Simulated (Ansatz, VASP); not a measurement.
## Pb: VASP beside Ansatz

File INCAR:

```
SYSTEM = Pb
PREC = Accurate
ENCUT = 520
EDIFF = 1E-6
ISMEAR = -1
SIGMA = 0.05
LREAL = .False.
LASPH = .True.
NELM = 60
ALGO = Normal
ISIF = 2
LWAVE = .False.
LCHARG = .True.
GGA = PE
LELF = .True.
LVHAR = .True.
NBANDS = 21
```

KPOINTS

```
regular mesh
0
Gamma
  12 12 7
  0 0 0
```

File POSCAR:

```
Pb
1.0
    3.4800006906      0.0000000000      0.0000000000
   -1.7400003453      3.0137690032      0.0000000000
    0.0000000000      0.0000000000      5.7018000000
Pb
2
Direct
    0.3333333333      0.6666666667      0.2500000000
    0.6666666667      0.3333333333      0.7500000000
```

Input for Ansatz:

```yaml
crystal:
  lattice:
    - [3.4800006906, 0.0, 0.0]
    - [-1.7400003453, 3.0137690032, 0.0]
    - [0.0, 0.0, 5.7018]
  atoms:
    - { symbol: Pb, position: [0.3333333333, 0.6666666667, 0.25] }
    - { symbol: Pb, position: [0.6666666667, 0.3333333333, 0.75] }
kpoints:
  mp_grid: { grid: [12, 12, 7] }
  band_path:
    path:
      - [0.0, 0.0, 0.0]
      - [0.5, 0.0, 0.0]
      - [0.3333333333, 0.3333333333, 0.0]
      - [0.0, 0.0, 0.0]
      - [0.0, 0.0, 0.5]
      - [0.5, 0.0, 0.5]
      - [0.3333333333, 0.3333333333, 0.5]
      - [0.0, 0.0, 0.5]
      - [0.5, 0.0, 0.5]
    npoints: 5
scf:
  occupations: { method: fermi_dirac, width: 0.05 }
hamiltonian:
  xc: pbe
  pseudopotentials: { kind: all_electron, lapw: { basis_error: 0.0005 } }
output:
  forces: true
  stress: true
  eigenvalues: true
```

Change from the starting cell: zz strain of +2 %.

Alike in both runs: task single point; functional PBE; k mesh 12 × 12 × 7; occupations fermi-dirac, width 0.05 eV; no spin polarisation.

|  | VASP | Ansatz |
| --- | --- | --- |
| version | VASP 6.6.1 | Ansatz 0.2.0 |
| potentials or method | VASP PAW PBE potentials, release 64 (Pb_d) | all-electron LAPW, scalar-relativistic |
| plane-wave cutoff (eV) | 520 | see its input |

```tsv
	VASP	Ansatz	Ansatz less VASP
pressure (GPa)	3.0	3.1	+0.05
largest component of the traceless stress (GPa)	0.48	0.46	-0.024
```

Ansatz ran all-electron here, so the differences hold the error of VASP's frozen core and of both bases.

The runs have no spin-orbit coupling, so splittings on Pb are missing.
